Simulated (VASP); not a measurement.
Set up this calculation in VASP 6.6.1, as an ASE script.

```yaml
Task: density of states
Functional: PBEsol
Dispersion: D3
Potentials_or_basis: VASP PAW PBE potentials, release 64 (Br, K_sv)
Cutoff: 520 eV
k_mesh: 7 × 7 × 7
Occupations: fermi-dirac, width 0.02 eV
Spin: no spin polarisation
Further_INCAR_settings: ALGO = Normal; EDIFF = 1.00e-06; NBANDS = 15
```

The structure of KBr lies in POSCAR:

```
KBr
1.0
    0.0000000000      3.3000000000      3.3000000000
    3.3000000000      0.0000000000      3.3000000000
    3.3000000000      3.3000000000      0.0000000000
Br K
1 1
Direct
    0.5000000000      0.5000000000      0.5000000000
    0.0000000000      0.0000000000      0.0000000000
```

The input as run:

run.py

```python
from ase.calculators.vasp import Vasp
from ase.dft.dos import DOS
from ase.io import read

atoms = read('POSCAR')
calc = Vasp(
    directory='calc',
    xc='pbesol',
    pp='PBE',
    setups='recommended',
    prec='Accurate',
    encut=520,
    ediff=1e-06,
    ismear=-1,
    sigma=0.02,
    lreal=False,
    lasph=True,
    nelm=80,
    algo='Normal',
    isif=2,
    lwave=False,
    lcharg=False,
    ivdw=11,
    lorbit=11,
    kpts=[7, 7, 7],
    gamma=True,
    nbands=15,
)
atoms.calc = calc

print('energy (eV):', atoms.get_potential_energy())
print('free energy (eV):', atoms.get_potential_energy(force_consistent=True))
print('forces (eV/A):')
print(atoms.get_forces())
print('stress (eV/A^3, Voigt):', atoms.get_stress())
print('Fermi level (eV):', calc.get_fermi_level())
dos = DOS(calc, width=0.05, window=(-10, 10), npts=301)
print('E - E_F (eV), DOS (1/eV)')
for e, g in zip(dos.get_energies(), dos.get_dos()):
    print(f'{e:8.3f} {g:10.4f}')
```

Potentials or basis: VASP PAW PBE potentials, release 64 (Br, K_sv).

The run is started by

```console
$ python run.py
```

Results of the run:

| Quantity | Value |
| --- | --- |
| Pressure | -0.4 GPa |
| Band gap on the k mesh | 4.28 eV, direct |
| Valence electrons inside the program's atomic spheres | Br 4.87; K 7.55 |
| Dispersion energy per atom | -0.174 eV |

Caveat: the PAW data sets were made with another functional, which shifts forces and pressure a little.

Wall time 22 s on 1 thread of Intel(R) Xeon(R) 6975P-C (Granite Rapids) (shared host), peak memory 0.2 GiB.
